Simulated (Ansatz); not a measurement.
# Si5H12O4 in a box: levels of theory, part 2 of 2

The task, for Si5H12O4 in a box: compare levels of theory; the runs are relaxing the atoms and single point.

Ansatz 0.2.0; DFT PBE, scalar-relativistic, plane waves, PAW, and further levels as typed in the inputs. Earlier steps stand in the parts before.

### Step 5. Single point: r2SCAN

It takes the final geometry of step 2.

Contents of input.yaml:

```yaml
crystal:
  lattice:
    - [15.0, 0.0, 0.0]
    - [0.0, 15.0, 0.0]
    - [0.0, 0.0, 15.0]
  atoms:
    - { symbol: Si, position: [0.5000126986, 0.5000243813, 0.4999876516] }
    - { symbol: O, position: [0.4832811361, 0.5737719852, 0.4220965335] }
    - { symbol: Si, position: [0.4971931288, 0.680315116, 0.3975103668] }
    - { symbol: O, position: [0.6052047756, 0.4743688913, 0.5078751982] }
    - { symbol: Si, position: [0.6863026993, 0.4194989835, 0.4572748017] }
    - { symbol: O, position: [0.4673215904, 0.5416906352, 0.594745491] }
    - { symbol: Si, position: [0.4709207646, 0.5256718814, 0.7037436222] }
    - { symbol: O, position: [0.4442589319, 0.4102279071, 0.4751966484] }
    - { symbol: Si, position: [0.3455685301, 0.3745510875, 0.4415027814] }
    - { symbol: H, position: [0.4818034092, 0.6907108755, 0.2999293134] }
    - { symbol: H, position: [0.432007247, 0.7359185877, 0.4481106218] }
    - { symbol: H, position: [0.5897388395, 0.7092910873, 0.4202290814] }
    - { symbol: H, position: [0.7719634725, 0.4471918313, 0.4992501702] }
    - { symbol: H, position: [0.6878599571, 0.4416355676, 0.3601744727] }
    - { symbol: H, position: [0.6734971831, 0.3214397404, 0.4683373193] }
    - { symbol: H, position: [0.4493659687, 0.4309095337, 0.7255629753] }
    - { symbol: H, position: [0.5614982925, 0.5476024636, 0.7386168535] }
    - { symbol: H, position: [0.4034491989, 0.5857337489, 0.7450508473] }
    - { symbol: H, position: [0.3328234667, 0.3950693534, 0.3449690686] }
    - { symbol: H, position: [0.2731076992, 0.4181034263, 0.4941630371] }
    - { symbol: H, position: [0.3428210204, 0.2762729059, 0.4556731645] }
  defects: [{ substitution: { at: 0, symbol: Si_c } }]
scf:
  occupations: { method: gaussian, width: 0.02 }
output:
  forces: true
  stress: false
  eigenvalues: true
  core_levels: { shells: { Si_c: "2p" } }
  write_density: true
  write_potential: true
  elf: true
  volumetric_format: npy
kpoints:
  mp_grid: { grid: [1, 1, 1] }
hamiltonian:
  xc: r2scan
```

The run is started by

```console
$ ansatz run input.yaml --threads 4 --pin off --max-ram 20480MiB --backend cpu --events-out ev --progress --plain --runs-dir out
```

What it wrote:

```text
Warning: RAYON_NUM_THREADS=4 ignored (pool sized by the plan → 4); use --threads N
Engine: ansatz 0.2.0, x86_64-unknown-linux-gnu
Pseudopotentials: kind: paw
Pseudopotential: Si, paw, valence charge 4, recommended cutoff 500 eV (meta_gga), Si.paw.azcp
Pseudopotential: O, paw, valence charge 6, recommended cutoff 500 eV (meta_gga), O.paw.azcp
Pseudopotential: H, paw, valence charge 1, recommended cutoff 500 eV (meta_gga), H.paw.azcp
Functional definition: r2SCAN
  parameter k0 = 0.174
  parameter k1 = 0.065
  parameter a1 = 4.9479
  exchange = r2scan_x(k0 = k0, k1 = k1, a1 = a1)
  correlation = r2scan_c
Crystal: 21 atoms, lattice volume = 3375.000 Å³
Basis set: ecut = 500 eV, 85687 PW (Γ), exchange–correlation on 480×480×480 points (64 copies of the dense FFT grid, shifted against one another)
Bands: 49, of which v1, the nominal top of the filled ones, is band 28 counted from 1 (27 counted from 0)
Symmetry: 1 space group operations
Space group: P1 (ITA 1), of the structure as read, at distance tolerance 1.5e-4 Å
k-points: 1
Non-local potential: Si, projectors of the file, l = 0: 2, l = 1: 2, l = 2: 2
Non-local potential: O, projectors of the file, l = 0: 2, l = 1: 2, l = 2: 1
Non-local potential: H, projectors of the file, l = 0: 2, l = 1: 1
PAW form: soft (Blöchl's): semilocal exchange-correlation on the pseudo side does not see the compensation charge
PAW frozen core: Si, regenerated for the run's functional (the file was generated under x = pbe(κ = 0.804, μ = 0.2195149727645171), c = pbe(β = 0.06672455060314922))
PAW frozen core: O, regenerated for the run's functional (the file was generated under x = pbe(κ = 0.804, μ = 0.2195149727645171), c = pbe(β = 0.06672455060314922))
PAW one-centre angular grid: Si, 302 points (default); XC on 160 Gauss nodes
PAW one-centre angular grid: O, 302 points (default); XC on 160 Gauss nodes
PAW one-centre angular grid: H, 302 points (default); XC on 160 Gauss nodes
Initial density: superposition of atomic densities (neutral atoms: chi_scale 0, normalization atom), corrected by the library's trained network
Initial wavefunctions: pseudopotential atomic-orbital guess
Functional: x = r2scan, c = r2scan; τ floored in thin density (d = 2e-4 eV/Å³)
SCF iter   1: F=—  HF=-5667.444007 eV  |F-HF|=—  |Δ(HF+E_count)|=         —  Δρ=1.86e-3  dr2=1.39e-1  dr2_τ=5.54e-1  ethr=1.77e-3  ⟨swp⟩=12.0  Hψ=379  notcnv=0  defer=7
preconditioner: auto → Resta (q_TF=auto, 1.378 Å⁻¹)  ε∞=1.2  [insulator: Δε(μ)=6.657 eV  Ē_g=10.897 eV  σ=0.020 eV  W_gap=1.00  n_scr=146 (ndim 8)  ℏωp=4.4 eV  f_vac=0.867  D(μ)=0.00/eV (n_scr^D=0)  ε∞_Penn≈1.2  vacuum switching on, ρ_ref=8.6e-3 e/Å³]
SCF iter   2: F=—  HF=-5667.391742 eV  |F-HF|=—  |Δ(HF+E_count)|=   5.23e-2  Δρ=9.97e-4  dr2=1.88e-2  dr2_τ=2.58e-3  ethr=2.48e-4  ⟨swp⟩=4.0  Hψ=100  notcnv=0  defer=16
SCF iter   3: F=—  HF=-5667.407140 eV  |F-HF|=—  |Δ(HF+E_count)|=   1.54e-2  Δρ=3.12e-4  dr2=2.88e-3  dr2_τ=4.11e-4  ethr=3.36e-5  ⟨swp⟩=5.0  Hψ=75  notcnv=0  defer=16
SCF iter   4: F=—  HF=-5667.409794 eV  |F-HF|=—  |Δ(HF+E_count)|=   2.65e-3  Δρ=1.08e-4  dr2=2.22e-4  dr2_τ=2.45e-5  ethr=5.14e-6  ⟨swp⟩=5.0  Hψ=77  notcnv=0  defer=16
SCF iter   5: F=—  HF=-5667.410058 eV  |F-HF|=—  |Δ(HF+E_count)|=   2.64e-4  Δρ=2.12e-5  dr2=1.32e-5  dr2_τ=8.62e-7  ethr=3.97e-7  ⟨swp⟩=5.0  Hψ=70  notcnv=0  defer=16
SCF iter   6: F=—  HF=-5667.410121 eV  |F-HF|=—  |Δ(HF+E_count)|=   6.28e-5  Δρ=5.89e-6  dr2=1.39e-6  dr2_τ=4.84e-8  ethr=2.35e-8  ⟨swp⟩=6.0  Hψ=93  notcnv=0  defer=16
SCF iter   7: F=—  HF=-5667.410125 eV  |F-HF|=—  |Δ(HF+E_count)|=   4.68e-6  Δρ=3.99e-6  dr2=5.74e-7  dr2_τ=4.17e-8  ethr=2.49e-9  ⟨swp⟩=3.0  Hψ=79  notcnv=0  defer=16
SCF iter   8: F=-5667.410126 eV  HF=-5667.410125 eV  |F-HF|=3.03e-7  |Δ(HF+E_count)|=   6.14e-8  Δρ=1.38e-6  dr2=8.16e-8  dr2_τ=3.44e-9  ethr=1.79e-10  ⟨swp⟩=43.0  Hψ=737  notcnv=0
SCF 1 converged in 8 iterations: F = -5667.410126 eV  dr2 = 8.16e-8
WARN: The output density's exchange-correlation potential varies sharply where the density is thin. Do not read a vacuum level from v_tot or v_xc, or from such a field of the output density. On a cell that repeats whose density bears no net charge and no dipole along the vacuum's axis use v_es (v_loc + v_h of the components); under efield.dipole_correction with no amplitude use v_es + v_field, which holds any external_charges[].barrier, or the levels of the report's work_function block, which leave it out; under a non-zero efield.amplitude the vacuum is tilted and has no level; on a cell that repeats and bears such a dipole with no correction it is tilted too, and efield.dipole_correction with no amplitude gives each side of its ramp a level where efield: is served; in a cell that repeats whose density bears a net charge (total_charge, or a fill off its count) it is curved and has none; of a slab under crystal.periodic whose density bears no net charge use v_es, which has a level on each side, short of where the two are joined; of another it falls or rises all the way out and has none; of a slab beside external_charges read slab_vacuum_level instead, which it has where they leave it neutral. The grid or the basis barely resolves most such structure, and the values can differ between equally converged runs; as a rule a tighter scf.convergence.dr2_threshold does not remove it. Where the density itself ripples (under the LDA too) a higher basis.ecutwfc lessens it. The files hold the spikes' plane waves up to the density's cutoff. Files: v_tot_of_output_density and the like, and their columns of v_z.tsv (output.write_potential); v_xc_of_output_density and the like, and their columns of v_comp_z.tsv (output.write_potential_components). Measured: with its Gaussian average of σ = 0.25 Å subtracted twice, the exchange-correlation potential is over 0.1 eV at 365679 of the grid points where the equally averaged density (valence and model cores) is under 1e-3 e/Å³, and 15.9 eV at the most among them, at an averaged density of 7.1e-5 e/Å³. The input density's (outcome.potential() and, of a run that writes arrays, v_tot and v_xc) is over 0.1 eV, so measured, at 424232 points of its own thin density, 16.6 eV at the most. See output.write_potential in the manual, Limitations
── core hole 1/1: 2p of Si_c 0 ──
── 2p of Si_c 0: 108.621 eV over the cell without the hole, in 15 iterations ──
SCF converged after 8 iterations
Free energy (F): -5667.410126 eV
Harris-Foulkes:  -5667.410125 eV  (|F-HF|=3.03e-7)
Internal energy: -5667.410126 eV  (E = F + TS)
E sigma→0 (E₀):  -5667.410126 eV
Fermi energy:    -3.927803 eV
--- Per-component energies (eV) ---
  E_band       = -687.324533
  E_kinetic    = 1089.270977
  E_local      = -10650.040745  (includes V_loc(G=0)·N_el)
  E_nonlocal   = 329.116509
  E_hartree    = 4748.814350
  E_xc         = -659.728284
  E_vxc        = -828.673762  (∫ρ·V_xc dr)
  E_paw        = -3248.113300  (= ΣΔE_a)
  E_vpaw       = -174.193435  (= ΣTr[D̂ρ^β])
  E_aug_tail   = -0.001289  (compensation charges beyond the density's cutoff)
  E_vtau       = 49.555404  (kinetic-family band-sum trace: ∫τ·v_τ [+ j·A + Jᵃ·Aᵃ] dr)
  E_ewald      = 2723.781586
  E_core_change = -0.509929  (= ΣΔE_core)
  E_smearing   = -0.000000  (= −TS)
  E_closure    = -0.000000  (closes the sum)
  Σ components = -5667.410126   (vs F -5667.410126, Δ=0.00e0)
--- Forces (eV/Å), atoms counted from 1 ---
  atom   1  Si_c    -0.00139735     0.00118959    -0.00100035
  atom   2  O        0.14901822     0.08655470     0.27255773
  atom   3  Si      -0.04157197    -0.28193078     0.06397116
  atom   4  O       -0.16372755    -0.10079832    -0.25831095
  atom   5  Si      -0.20744246     0.14145468     0.13568341
  atom   6  O        0.16628020    -0.27583312    -0.00118000
  atom   7  Si      -0.00932201     0.04713360    -0.28475997
  atom   8  O       -0.14953577     0.28483756    -0.01295655
  atom   9  Si       0.25968329     0.08989275     0.08500348
  atom  10  H        0.03033866    -0.01584916     0.20159480
  atom  11  H        0.13039989    -0.12015154    -0.10181291
  atom  12  H       -0.18284897    -0.06859464    -0.04295129
  atom  13  H       -0.17560043    -0.05979311    -0.08508924
  atom  14  H       -0.01481931    -0.03528137     0.19619538
  atom  15  H        0.01750948     0.20291017    -0.01648459
  atom  16  H        0.04140303     0.18733213    -0.05625903
  atom  17  H       -0.18336729    -0.04227039    -0.07966237
  atom  18  H        0.14131474    -0.12273132    -0.08165511
  atom  19  H        0.03519210    -0.03882668     0.19747720
  atom  20  H        0.15444311    -0.08096099    -0.09800378
  atom  21  H        0.00405313     0.20170241    -0.03235777
  max |Σ_I F_I| component: 1.39e-5 eV/Å
--- Band table (eV) ---
  k-point 0: bands = ["-26.7054", "-25.6550", "-25.6546", "-25.6331", "-15.4118", "-14.0223", "-14.0219", "-13.8936", "-11.8752", "-11.2107", "-11.2099", "-11.2039", "-9.9510", "-9.8266", "-9.7153", "-9.7149", "-9.6782", "-9.0966", "-9.0668", "-9.0664", "-7.9354", "-7.7845", "-7.7837", "-7.7544", "-7.6988", "-7.4980", "-7.2973", "-7.2970", "-0.5586", "0.3296", "0.3747", "0.4006", "0.4307", "0.9051", "0.9705", "0.9871", "1.0791", "1.1437", "1.1748", "1.2384", "1.2848", "1.3504", "1.4236", "1.4589", "1.5408", "1.5919", "1.6585", "1.6703", "1.7212"]
--- Core levels from the vacuum (the cell holds vacuum along its three vectors; a hole's nearest image at 15.0 Å) ---
  the holes have spin, beside a run without
  atom         alike  shell      binding/eV   shift/eV difference/eV images/eV   SCF
  Si_c 0           1     2p         110.361     +0.000       108.621    +1.741    15
  the dataset of Si_c with a 2p hole: scattering error 0.000 eV (0.000 eV in the local channel); free atom: scalar-relativistic, large and small components
  the two lines of Si_c's 2p: 2p1/2 +0.408 eV and 2p3/2 -0.204 eV off its levels, 1 : 2 in strength
  Si_c 0 2p: stability_check_not_made
```

It took 4.6 min on 4 threads of Intel Xeon 6975P-C (Granite Rapids), shared host; peak memory 8.6 GiB.

Density in a lattice plane of the grid's cell (edges 15.00 and 15.00 Å, at 0.499 of the third edge), which holds Si and O and H.

Ten even steps from '0' (0.00 e/Å³) to '9' (3.87 e/Å³):
```
000000000000000000000000
000000000000000000000000
000000000000000000000000
000000000000000000000000
000000000000000000000000
000000000000000000000000
000000000000000000000000
000000000000000000000000
000000000000000000000000
000000000000017700000000
000000000023117811220000
000000120069100000000000
000000000000000010000000
000000000000000000000000
000000000000000000000000
000000000000000000000000
000000000000000000000000
000000000000000000000000
000000000000000000000000
000000000000000000000000
```
Columns run along the first of these edges and rows up along the second, over one cell in 24 and 20 even steps from the bottom left corner. Atoms in the plane (fractional): Si at (0.50, 0.50), O at (0.61, 0.47), H at (0.77, 0.45), H at (0.27, 0.42).

ELF in the same plane.

Ten even steps from ' ' (0.00) to '@' (1.00):
```
                                                
                  ::::                          
              ..##@@%%++                        
              ++@@@@@@@@::  ..****==            
              **@@@@@@@@==..##@@@@##..          
                ++@@@@%%::::%%@@%%::            
                            ....                
                      ..::..                    
        ::==::        ::::..--++::  ::%%%%##::  
      --%%@@@@%%    ....::++##%%++::@@@@@@@@##  
      **@@@@@@@@++::##%%==++####++##@@@@@@@@%%  
      ++@@@@@@@@##==%%##**  ----..==@@@@@@@@++  
        --**##**==::==**==    ##@@@@::......    
              **@@@@        --@@@@@@##          
            ==@@@@@@##      ==@@@@@@%%          
            **@@@@@@%%      ..%%@@@@++          
            ++%%@@@@**        ::==--..          
              ..==--                            
                                                
                                                
```
Columns run along the first of these edges and rows up along the second, over one cell in 24 and 20 even steps from the bottom left corner. Atoms in the plane (fractional): Si at (0.50, 0.50), O at (0.61, 0.47), H at (0.77, 0.45), H at (0.27, 0.42).

Both are smooth fields of the valence electrons: close to the nuclei they are not physical.

Outside the cores ELF peaks at 1.00 beside H, off the lines to its neighbours, 1.1 Å from H; 1.00 at H; 0.99 on the Si–H line, 0.7 Å from Si.

### Step 6. Single point: HSE06

It takes the final geometry of step 2.

Changes to input.yaml since step 5:

```diff
@@ -35,6 +35,2 @@
   core_levels: { shells: { Si_c: "2p" } }
-  write_density: true
-  write_potential: true
-  elf: true
-  volumetric_format: npy
 kpoints:
@@ -42,2 +38,2 @@
 hamiltonian:
-  xc: r2scan
+  xc: hse06
```

The run is started by

```console
$ ansatz run input.yaml --threads 4 --pin off --max-ram 20480MiB --backend cpu --events-out ev --progress --plain --runs-dir out
```

What it wrote (excerpt; [...] marks lines left out):

```text
Warning: RAYON_NUM_THREADS=4 ignored (pool sized by the plan → 4); use --threads N
[...]
[... 4 set-up lines as earlier in the session ...]
Functional definition: HSE06
[...]
Crystal: 21 atoms, lattice volume = 3375.000 Å³
Basis set: ecut = 420 eV, 65867 PW (Γ), exchange–correlation on 216×216×216 points (8 copies of the dense FFT grid, shifted against one another)
Bands: 49, of which v1, the nominal top of the filled ones, is band 28 counted from 1 (27 counted from 0)
[... 2 set-up lines as earlier in the session ...]
k-points: 1
[...]
  atom   2  O        0.16421459     0.10385581     0.29673384
  atom   3  Si      -0.04739977    -0.31896755     0.07503906
  atom   4  O       -0.17320354    -0.11494376    -0.28705456
  atom   5  Si      -0.23795547     0.15884362     0.15325203
  atom   6  O        0.18277688    -0.30355762     0.00760299
  atom   7  Si      -0.00795407     0.05229645    -0.32355439
  atom   8  O       -0.17190589     0.30929956    -0.01716629
[...]
--- Band table (eV) ---
[...]
--- Core levels from the vacuum (the cell holds vacuum along its three vectors; a hole's nearest image at 15.0 Å) ---
  the holes have spin, beside a run without
  atom         alike  shell      binding/eV   shift/eV difference/eV images/eV   SCF
  Si_c 0           1     2p         108.593     +0.000       106.854    +1.739    22
  the dataset of Si_c with a 2p hole: scattering error 0.000 eV (0.000 eV in the local channel); free atom: scalar-relativistic, large and small components
  the two lines of Si_c's 2p: 2p1/2 +0.408 eV and 2p3/2 -0.204 eV off its levels, 1 : 2 in strength
  Si_c 0 2p: stability_check_not_made
```

Run time: 88 s. Hardware: 4 threads of Intel Xeon 6975P-C (Granite Rapids), shared host; peak memory 2.9 GiB.

### Step 7. Summary of results

This closing draws on all 2 parts.

```
step   level  energy above the lowest (eV)  gap on the mesh (eV)     time
   2     PBE                         0.000                  5.94     70 s
   3     PBE                         0.000                  5.94     90 s
   4     LDA                           n/a                  5.76     17 s
   5  r2SCAN                           n/a                  6.74  4.6 min
   6   HSE06                           n/a                  7.44     88 s
```

Energies compare only among runs of one formula, size, charge, level and basis; each such set counts from its lowest member.

The gap on the mesh runs from 5.76 eV with LDA to 7.44 eV with HSE06.
